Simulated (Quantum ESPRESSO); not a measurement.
# H on fcc sites of Cu(111): a series in the coverage, part 7 of 8

Aim: how the results for H on fcc sites of Cu(111) change with the coverage.

Quantum ESPRESSO 7.5; plane-wave DFT, PBE, GBRV ultrasoft pseudopotentials.

So far. Step 8 (SCF with pw.x, 0.1111 ML): Inside the slab this potential holds the local part of the pseudopotentials, which can be repulsive at the nuclei; only its value in the vacuum has a meaning of its own. Step 9 (Relaxing the ions, 0.75 ML): The relaxation lowers the energy by 7 meV an atom. On the free atoms the largest force ends at 0.027 eV/Å.

## Step 10: SCF with pw.x, 0.75 ML

m7.esm.in reads:

```
&control
  prefix = 'm7.esm'
  outdir = './out'
  pseudo_dir = './pseudo'
  calculation = 'scf'
  tprnfor = .true.
/
&system
  ibrav = 0
  nat = 15
  ntyp = 2
  ecutwfc = 40
  ecutrho = 200
  occupations = 'smearing'
  smearing = 'mv'
  degauss = 0.02
  assume_isolated = 'esm'
  esm_bc = 'bc1'
/
&electrons
  conv_thr = 1e-07
  mixing_beta = 0.25
  electron_maxstep = 160
  mixing_mode = 'local-TF'
  mixing_ndim = 12
/
ATOMIC_SPECIES
  Cu  63.5460  cu_pbe_v1.2.uspp.F.UPF
  H   1.0080  h_pbe_v1.4.uspp.F.UPF
CELL_PARAMETERS angstrom
  5.11977743152900 0.00000000000000 0.00000000000000
  2.55988871576450 4.43385731742636 0.00000000000000
  0.00000000000000 0.00000000000000 18.99674291439599
ATOMIC_POSITIONS crystal
  Cu  0.000000000000 0.500000000000 -0.134184070050
  Cu  0.500000000000 0.000000000000 -0.134184070050
  Cu  0.500000000000 0.500000000000 -0.134184070050
  Cu  0.000000000000 0.000000000000 -0.134184070050
  Cu  0.166666666700 0.666666666700 -0.024157820050
  Cu  0.666666666700 0.166666666700 -0.024157820050
  Cu  0.666666666700 0.666666666700 -0.024157820050
  Cu  0.166666666700 0.166666666700 -0.024157820050
  Cu  0.834412505300 0.331174989300 0.086903238950
  Cu  0.331174989300 0.834412505300 0.086903238950
  Cu  0.333333333300 0.333333333300 0.093284889450
  Cu  0.834412505300 0.834412505300 0.086903238950
  H   -0.005183954100 0.502591977100 0.134184070050
  H   0.502591977100 -0.005183954100 0.134184070050
  H   0.502591977100 0.502591977100 0.134184070050
K_POINTS automatic
  5 5 1 0 0 0
```

On the command line:

```sh
> OMP_NUM_THREADS=1 mpirun -n 8 pw.x -nk 2 -in m7.esm.in > m7.esm.out
```

The program printed:

```text
[banner, memory and clock lines left out]
Program PWSCF v.7.5 starts
[...]
Message from routine setup:
[...]
number of electrons       =       231.00
     number of Kohn-Sham states=          139
     kinetic-energy cutoff     =      40.0000  Ry
     charge density cutoff     =     200.0000  Ry
[...]
number of k points=     5  Marzari-Vanderbilt smearing, width (Ry)=  0.0200
[...]
Dense  grid:   139085 G-vectors     FFT dimensions: (  45,  45, 162)
[...]
negative rho (up, down):  4.837E-04 0.000E+00
     Starting wfcs are  159 randomized atomic wfcs
[...]
negative rho (up, down):  7.587E-02 0.000E+00
[...]
estimated scf accuracy    <     107.38029595 Ry
[...]
negative rho (up, down):  1.217E-01 0.000E+00
[...]
estimated scf accuracy    <      20.85803600 Ry
[...]
negative rho (up, down):  1.430E-01 0.000E+00
[...]
estimated scf accuracy    <       2.26480516 Ry
[...]
negative rho (up, down):  1.384E-01 0.000E+00
[...]
estimated scf accuracy    <       0.21806566 Ry
[...]
negative rho (up, down):  1.334E-01 0.000E+00
[...]
estimated scf accuracy    <       0.17074603 Ry
[...]
negative rho (up, down):  1.133E-01 0.000E+00
[...]
estimated scf accuracy    <       0.09615984 Ry
[...]
negative rho (up, down):  1.063E-01 0.000E+00
[...]
estimated scf accuracy    <       0.04799308 Ry
[...]
negative rho (up, down):  9.150E-02 0.000E+00
[...]
estimated scf accuracy    <       0.06492386 Ry
[...]
negative rho (up, down):  7.308E-02 0.000E+00
[...]
estimated scf accuracy    <       0.06213753 Ry
[...]
negative rho (up, down):  5.851E-02 0.000E+00
[...]
estimated scf accuracy    <       0.04924416 Ry
[...]
negative rho (up, down):  4.436E-02 0.000E+00
[...]
estimated scf accuracy    <       0.01441939 Ry
[...]
negative rho (up, down):  3.406E-02 0.000E+00
[...]
estimated scf accuracy    <       0.00371060 Ry
[...]
negative rho (up, down):  3.202E-02 0.000E+00
[...]
estimated scf accuracy    <       0.00673409 Ry
[...]
negative rho (up, down):  3.004E-02 0.000E+00
[...]
estimated scf accuracy    <       0.00464825 Ry
[...]
negative rho (up, down):  1.134E-02 0.000E+00
[...]
estimated scf accuracy    <       0.00780508 Ry
[...]
negative rho (up, down):  6.183E-03 0.000E+00
[...]
estimated scf accuracy    <       0.01513164 Ry
[...]
negative rho (up, down):  1.541E-03 0.000E+00
[...]
estimated scf accuracy    <       0.00064477 Ry
[...]
negative rho (up, down):  1.768E-03 0.000E+00
[...]
estimated scf accuracy    <       0.00102809 Ry
[...]
negative rho (up, down):  9.847E-04 0.000E+00
[...]
estimated scf accuracy    <       0.00013348 Ry
[...]
negative rho (up, down):  5.739E-04 0.000E+00
[...]
estimated scf accuracy    <       0.00004888 Ry
[...]
negative rho (up, down):  5.989E-04 0.000E+00
[...]
estimated scf accuracy    <       0.00000677 Ry
[...]
negative rho (up, down):  5.708E-04 0.000E+00
[...]
estimated scf accuracy    <       0.00001705 Ry
[...]
negative rho (up, down):  3.783E-04 0.000E+00
[...]
estimated scf accuracy    <       0.00000335 Ry
[...]
negative rho (up, down):  3.851E-04 0.000E+00
[...]
estimated scf accuracy    <       0.00000191 Ry
[...]
negative rho (up, down):  3.278E-04 0.000E+00
[...]
the Fermi energy is    -4.8276 ev
!    total energy              =   -4848.64775558 Ry
     estimated scf accuracy    <       0.00000008 Ry
     smearing contrib. (-TS)   =       0.00190078 Ry
     internal energy E=F+TS    =   -4848.64965635 Ry
[...]
one-electron contribution =   28723.82388927 Ry
     hartree contribution      =  -14399.24258439 Ry
     xc contribution           =    -467.52876058 Ry
     ewald contribution        =  -18705.70220065 Ry
     convergence has been achieved in  25 iterations
     negative rho (up, down):  3.278E-04 0.000E+00
[...]
Total force =     0.016336     Total SCF correction =     0.001918
[...]
```

Wall time 3.2 min (8 MPI ranks of Arm Neoverse V1, shared host); peak memory 1.1 GiB; 25 min of CPU time.

Numbers from this step:

```
free energy                                                    : -65969.2134 eV
Fermi energy                                                   : -4.828 eV
vacuum line at the lower end of the cell, over the Fermi level : 4.831 eV
vacuum line at the upper end of the cell, over the Fermi level : 4.824 eV
```

Inside the slab this potential holds the local part of the pseudopotentials, which can be repulsive at the nuclei; only its value in the vacuum has a meaning of its own.

## Step 11: Relaxing the ions, 1 ML

System of this step: Cu(111), 3 layers, 1 sites a cell, 1 H on fcc sites. The cell holds 4 atoms: 3 Cu and 1 H. Its edges and angles: a = 2.560 Å, b = 2.560 Å, c = 18.997 Å, α = 90.0°, β = 90.0°, γ = 60.0°. It derives from Cu. Vacuum lies along c.

m8.relax.in reads:

```
&control
  prefix = 'm8.relax'
  outdir = './out'
  pseudo_dir = './pseudo'
  nstep = 70
  forc_conv_thr = 0.0015
  calculation = 'relax'
/
&system
  ibrav = 0
  nat = 4
  ntyp = 2
  ecutwfc = 40
  ecutrho = 200
  occupations = 'smearing'
  smearing = 'mv'
  degauss = 0.02
/
&electrons
  conv_thr = 1e-07
  mixing_beta = 0.3
  electron_maxstep = 120
  mixing_mode = 'local-TF'
/
&ions
/
ATOMIC_SPECIES
  Cu  63.5460  cu_pbe_v1.2.uspp.F.UPF
  H   1.0080  h_pbe_v1.4.uspp.F.UPF
CELL_PARAMETERS angstrom
  2.55988871576450 0.00000000000000 0.00000000000000
  1.27994435788225 2.21692865871318 0.00000000000000
  0.00000000000000 0.00000000000000 18.99674291439599
ATOMIC_POSITIONS crystal
  Cu  0.000000000000 0.000000000000 0.369528361622 0 0 0
  Cu  0.333333333400 0.333333333400 0.479554611564 0 0 0
  Cu  0.666666666700 0.666666666700 0.589580861506
  H   0.000000000000 0.000000000000 0.630471638378
K_POINTS automatic
  10 10 1 0 0 0
```

On the command line:

```sh
> OMP_NUM_THREADS=1 mpirun -n 8 pw.x -nk 4 -in m8.relax.in > m8.relax.out
```

The program printed:

```text
[banner, memory and clock lines left out]
Program PWSCF v.7.5 starts
[...]
Message from routine setup:
[...]
number of electrons       =        58.00
     number of Kohn-Sham states=           35
     kinetic-energy cutoff     =      40.0000  Ry
     charge density cutoff     =     200.0000  Ry
[...]
number of k points=    14  Marzari-Vanderbilt smearing, width (Ry)=  0.0200
[...]
Dense  grid:    34637 G-vectors     FFT dimensions: (  24,  24, 162)
[...]
negative rho (up, down):  1.178E-04 0.000E+00
     Starting wfcs are   40 randomized atomic wfcs
[...]
negative rho (up, down):  1.594E-02 0.000E+00
[...]
estimated scf accuracy    <      39.66280072 Ry
[...]
negative rho (up, down):  1.028E-02 0.000E+00
[...]
estimated scf accuracy    <       2.36874083 Ry
[...]
negative rho (up, down):  6.039E-03 0.000E+00
[...]
estimated scf accuracy    <       0.05719328 Ry
[...]
negative rho (up, down):  3.566E-03 0.000E+00
[...]
estimated scf accuracy    <       0.02459690 Ry
[...]
estimated scf accuracy    <       0.00661881 Ry
[...]
negative rho (up, down):  1.826E-07 0.000E+00
[...]
estimated scf accuracy    <       0.01021348 Ry
[...]
negative rho (up, down):  6.681E-07 0.000E+00
[...]
estimated scf accuracy    <       0.00571137 Ry
[...]
estimated scf accuracy    <       0.00152231 Ry
[...]
estimated scf accuracy    <       0.00108984 Ry
[...]
negative rho (up, down):  1.576E-04 0.000E+00
[...]
estimated scf accuracy    <       0.00111538 Ry
[...]
negative rho (up, down):  3.322E-04 0.000E+00
[...]
estimated scf accuracy    <       0.00080890 Ry
[...]
negative rho (up, down):  7.246E-04 0.000E+00
[...]
estimated scf accuracy    <       0.00162506 Ry
[...]
negative rho (up, down):  5.591E-04 0.000E+00
[...]
estimated scf accuracy    <       0.00348552 Ry
[...]
negative rho (up, down):  1.195E-04 0.000E+00
[...]
estimated scf accuracy    <       0.00295976 Ry
[...]
negative rho (up, down):  1.527E-04 0.000E+00
[...]
estimated scf accuracy    <       0.00621312 Ry
[...]
negative rho (up, down):  1.457E-04 0.000E+00
[...]
estimated scf accuracy    <       0.00595554 Ry
[...]
negative rho (up, down):  1.442E-04 0.000E+00
[...]
estimated scf accuracy    <       0.00637518 Ry
[...]
negative rho (up, down):  1.392E-04 0.000E+00
[...]
estimated scf accuracy    <       0.00608316 Ry
[...]
negative rho (up, down):  8.354E-06 0.000E+00
[...]
estimated scf accuracy    <       0.00006603 Ry
[...]
negative rho (up, down):  5.312E-05 0.000E+00
[...]
estimated scf accuracy    <       0.00001766 Ry
[...]
negative rho (up, down):  7.716E-05 0.000E+00
[...]
estimated scf accuracy    <       0.00001697 Ry
[...]
negative rho (up, down):  1.186E-04 0.000E+00
[...]
estimated scf accuracy    <       0.00001006 Ry
[...]
negative rho (up, down):  8.465E-05 0.000E+00
[...]
estimated scf accuracy    <       0.00000148 Ry
[...]
negative rho (up, down):  6.388E-05 0.000E+00
[...]
estimated scf accuracy    <       0.00000384 Ry
[...]
negative rho (up, down):  6.841E-05 0.000E+00
[...]
estimated scf accuracy    <       0.00000015 Ry
[...]
negative rho (up, down):  9.132E-05 0.000E+00
[...]
the Fermi energy is     2.3719 ev
!    total energy              =   -1212.45133915 Ry
     estimated scf accuracy    <       0.00000003 Ry
     smearing contrib. (-TS)   =      -0.00102098 Ry
     internal energy E=F+TS    =   -1212.45031817 Ry
[...]
one-electron contribution =   -6574.28711153 Ry
     hartree contribution      =    3292.77061367 Ry
     xc contribution           =    -117.09849312 Ry
     ewald contribution        =    2186.16467281 Ry
     convergence has been achieved in  26 iterations
     negative rho (up, down):  9.132E-05 0.000E+00
[...]
Total force =     0.014568     Total SCF correction =     0.000687
[...]
negative rho (up, down):  9.108E-05 0.000E+00
[...]
negative rho (up, down):  9.017E-05 0.000E+00
[...]
estimated scf accuracy    <       0.00000500 Ry
[...]
negative rho (up, down):  8.922E-05 0.000E+00
[...]
estimated scf accuracy    <       0.00000260 Ry
[...]
negative rho (up, down):  8.969E-05 0.000E+00
[...]
estimated scf accuracy    <       0.00000035 Ry
[...]
negative rho (up, down):  9.117E-05 0.000E+00
[...]
the Fermi energy is     2.3708 ev
!    total energy              =   -1212.45154488 Ry
     estimated scf accuracy    <       0.00000003 Ry
     smearing contrib. (-TS)   =      -0.00102554 Ry
     internal energy E=F+TS    =   -1212.45051934 Ry
[...]
one-electron contribution =   -6573.88133456 Ry
     hartree contribution      =    3292.56584817 Ry
     xc contribution           =    -117.09653126 Ry
     ewald contribution        =    2185.96149831 Ry
     convergence has been achieved in   4 iterations
     negative rho (up, down):  9.117E-05 0.000E+00
[...]
Total force =     0.013723     Total SCF correction =     0.000711
[...]
WARNING: bfgs curvature condition failed, Theta= 0.851
[...]
negative rho (up, down):  9.079E-05 0.000E+00
[...]
negative rho (up, down):  9.153E-05 0.000E+00
[...]
estimated scf accuracy    <       0.00000577 Ry
[...]
negative rho (up, down):  9.417E-05 0.000E+00
[...]
estimated scf accuracy    <       0.00000338 Ry
[...]
negative rho (up, down):  9.491E-05 0.000E+00
[...]
estimated scf accuracy    <       0.00000015 Ry
[...]
negative rho (up, down):  9.525E-05 0.000E+00
[...]
estimated scf accuracy    <       0.00000004 Ry
[...]
negative rho (up, down):  9.562E-05 0.000E+00
[...]
estimated scf accuracy    <       0.00000002 Ry
[...]
negative rho (up, down):  9.536E-05 0.000E+00
[...]
estimated scf accuracy    <          4.2E-09 Ry
[...]
negative rho (up, down):  9.420E-05 0.000E+00
[...]
estimated scf accuracy    <          2.2E-09 Ry
[...]
negative rho (up, down):  9.094E-05 0.000E+00
[...]
the Fermi energy is     2.3681 ev
!    total energy              =   -1212.45174917 Ry
     estimated scf accuracy    <          7.5E-10 Ry
     smearing contrib. (-TS)   =      -0.00103169 Ry
     internal energy E=F+TS    =   -1212.45071749 Ry
[...]
one-electron contribution =   -6573.05934876 Ry
     hartree contribution      =    3292.15652560 Ry
     xc contribution           =    -117.09440375 Ry
     ewald contribution        =    2185.54650942 Ry
[...]
internal energy E=F+TS    =   -1212.45166518 Ry
[...]
one-electron contribution =   -6555.57523490 Ry
     hartree contribution      =    3283.41900725 Ry
     xc contribution           =    -117.07897910 Ry
     ewald contribution        =    2176.78354158 Ry
     convergence has been achieved in  14 iterations
     negative rho (up, down):  8.906E-05 0.000E+00
[...]
Total force =     0.008314     Total SCF correction =     0.000069
[...]
negative rho (up, down):  8.743E-05 0.000E+00
[...]
negative rho (up, down):  1.478E-04 0.000E+00
[...]
estimated scf accuracy    <       0.00994608 Ry
[...]
negative rho (up, down):  3.853E-04 0.000E+00
[...]
estimated scf accuracy    <       0.00437519 Ry
[...]
negative rho (up, down):  7.082E-04 0.000E+00
[...]
estimated scf accuracy    <       0.00081954 Ry
[...]
negative rho (up, down):  7.897E-04 0.000E+00
[...]
estimated scf accuracy    <       0.00007150 Ry
[...]
negative rho (up, down):  7.855E-04 0.000E+00
[...]
estimated scf accuracy    <       0.00003289 Ry
[...]
negative rho (up, down):  7.252E-04 0.000E+00
[...]
estimated scf accuracy    <       0.00001026 Ry
[...]
negative rho (up, down):  3.987E-04 0.000E+00
[...]
estimated scf accuracy    <       0.00000589 Ry
[...]
negative rho (up, down):  2.782E-04 0.000E+00
[...]
estimated scf accuracy    <       0.00000145 Ry
[...]
negative rho (up, down):  1.272E-04 0.000E+00
[...]
estimated scf accuracy    <       0.00000173 Ry
[...]
negative rho (up, down):  1.013E-04 0.000E+00
[...]
estimated scf accuracy    <       0.00000019 Ry
[...]
negative rho (up, down):  8.703E-05 0.000E+00
[...]
estimated scf accuracy    <       0.00000005 Ry
[...]
negative rho (up, down):  8.150E-05 0.000E+00
[...]
estimated scf accuracy    <       0.00000002 Ry
[...]
negative rho (up, down):  8.386E-05 0.000E+00
[...]
estimated scf accuracy    <          6.2E-09 Ry
[...]
negative rho (up, down):  8.739E-05 0.000E+00
[...]
the Fermi energy is     2.3434 ev
!    total energy              =   -1212.45303496 Ry
     estimated scf accuracy    <          1.3E-09 Ry
     smearing contrib. (-TS)   =      -0.00106766 Ry
     internal energy E=F+TS    =   -1212.45196730 Ry
[...]
one-electron contribution =   -6535.30529166 Ry
     hartree contribution      =    3273.29200568 Ry
     xc contribution           =    -117.06832641 Ry
     ewald contribution        =    2166.62964509 Ry
     convergence has been achieved in  14 iterations
     negative rho (up, down):  8.739E-05 0.000E+00
[...]
Total force =     0.010142     Total SCF correction =     0.000429
[...]
negative rho (up, down):  8.799E-05 0.000E+00
[...]
negative rho (up, down):  1.347E-04 0.000E+00
[...]
estimated scf accuracy    <       0.00659697 Ry
[...]
negative rho (up, down):  3.220E-04 0.000E+00
[...]
estimated scf accuracy    <       0.00286270 Ry
[...]
negative rho (up, down):  5.697E-04 0.000E+00
[...]
estimated scf accuracy    <       0.00050097 Ry
[...]
negative rho (up, down):  6.399E-04 0.000E+00
[...]
estimated scf accuracy    <       0.00004185 Ry
[...]
negative rho (up, down):  6.191E-04 0.000E+00
[...]
estimated scf accuracy    <       0.00002025 Ry
[...]
negative rho (up, down):  5.595E-04 0.000E+00
[...]
estimated scf accuracy    <       0.00000591 Ry
[...]
negative rho (up, down):  2.832E-04 0.000E+00
[...]
estimated scf accuracy    <       0.00000381 Ry
[...]
negative rho (up, down):  1.964E-04 0.000E+00
[...]
estimated scf accuracy    <       0.00000066 Ry
[...]
negative rho (up, down):  1.125E-04 0.000E+00
[...]
estimated scf accuracy    <       0.00000090 Ry
[...]
negative rho (up, down):  9.345E-05 0.000E+00
[...]
estimated scf accuracy    <       0.00000014 Ry
[...]
negative rho (up, down):  8.995E-05 0.000E+00
[...]
estimated scf accuracy    <       0.00000002 Ry
[...]
negative rho (up, down):  8.423E-05 0.000E+00
[...]
estimated scf accuracy    <          7.0E-09 Ry
[...]
negative rho (up, down):  8.745E-05 0.000E+00
[...]
the Fermi energy is     2.3405 ev
!    total energy              =   -1212.45316101 Ry
     estimated scf accuracy    <          9.2E-10 Ry
     smearing contrib. (-TS)   =      -0.00106506 Ry
     internal energy E=F+TS    =   -1212.45209595 Ry
[...]
one-electron contribution =   -6519.95661167 Ry
     hartree contribution      =    3265.62409773 Ry
     xc contribution           =    -117.06346711 Ry
     ewald contribution        =    2158.94388510 Ry
     convergence has been achieved in  13 iterations
     negative rho (up, down):  8.745E-05 0.000E+00
[...]
Total force =     0.010094     Total SCF correction =     0.000338
[...]
negative rho (up, down):  9.272E-05 0.000E+00
[...]
negative rho (up, down):  1.791E-04 0.000E+00
[...]
estimated scf accuracy    <       0.01980452 Ry
[...]
negative rho (up, down):  6.017E-04 0.000E+00
[...]
estimated scf accuracy    <       0.00902954 Ry
[...]
negative rho (up, down):  1.084E-03 0.000E+00
[...]
estimated scf accuracy    <       0.00145705 Ry
[...]
negative rho (up, down):  1.241E-03 0.000E+00
[...]
estimated scf accuracy    <       0.00014193 Ry
[...]
negative rho (up, down):  1.225E-03 0.000E+00
[...]
estimated scf accuracy    <       0.00006961 Ry
[...]
negative rho (up, down):  1.125E-03 0.000E+00
[...]
estimated scf accuracy    <       0.00001727 Ry
[...]
negative rho (up, down):  6.215E-04 0.000E+00
[...]
estimated scf accuracy    <       0.00001105 Ry
[...]
negative rho (up, down):  4.467E-04 0.000E+00
[...]
estimated scf accuracy    <       0.00000270 Ry
[...]
negative rho (up, down):  1.511E-04 0.000E+00
[...]
estimated scf accuracy    <       0.00000265 Ry
[...]
negative rho (up, down):  9.244E-05 0.000E+00
[...]
estimated scf accuracy    <       0.00000128 Ry
[...]
negative rho (up, down):  1.004E-04 0.000E+00
[...]
estimated scf accuracy    <       0.00000009 Ry
[...]
negative rho (up, down):  8.468E-05 0.000E+00
[...]
estimated scf accuracy    <       0.00000005 Ry
[...]
negative rho (up, down):  8.229E-05 0.000E+00
[...]
estimated scf accuracy    <          6.7E-09 Ry
[...]
negative rho (up, down):  8.500E-05 0.000E+00
[...]
estimated scf accuracy    <          2.5E-09 Ry
[...]
negative rho (up, down):  8.845E-05 0.000E+00
[...]
the Fermi energy is     2.3394 ev
!    total energy              =   -1212.45334437 Ry
     estimated scf accuracy    <          4.4E-10 Ry
     smearing contrib. (-TS)   =      -0.00105362 Ry
     internal energy E=F+TS    =   -1212.45229074 Ry
[...]
one-electron contribution =   -6494.06540074 Ry
     hartree contribution      =    3252.69009712 Ry
     xc contribution           =    -117.05861631 Ry
     ewald contribution        =    2145.98162919 Ry
     convergence has been achieved in  15 iterations
     negative rho (up, down):  8.845E-05 0.000E+00
[...]
Total force =     0.007731     Total SCF correction =     0.000074
[...]
negative rho (up, down):  9.592E-05 0.000E+00
[...]
negative rho (up, down):  1.793E-04 0.000E+00
[...]
estimated scf accuracy    <       0.01896697 Ry
[...]
negative rho (up, down):  6.293E-04 0.000E+00
[...]
estimated scf accuracy    <       0.00874639 Ry
[...]
negative rho (up, down):  1.148E-03 0.000E+00
[...]
estimated scf accuracy    <       0.00144846 Ry
[...]
negative rho (up, down):  1.297E-03 0.000E+00
[...]
estimated scf accuracy    <       0.00013085 Ry
[...]
negative rho (up, down):  1.235E-03 0.000E+00
[...]
estimated scf accuracy    <       0.00006765 Ry
[...]
negative rho (up, down):  1.115E-03 0.000E+00
[...]
estimated scf accuracy    <       0.00001628 Ry
[...]
```

Elapsed: 59 s, on 8 MPI ranks; peak memory 0.54 GiB; 7.8 min of CPU time.

[end of part 7 of 8]

[Logs are printed without paths, hosts, clocks, repeated set-up lines and the standing remarks that a program may print on its own settings, such as how far it seeks lower states.]

[Hosts, paths, dates, database ids (printed as entryN), source tags and the programs' standing remarks are cut or masked in the printed files.]

[Maps of the electrostatic potential energy from Ansatz leave out the sawtooth potential of an applied field or a dipole correction, so their vacuum need not be flat; planar profiles and work functions include it.]
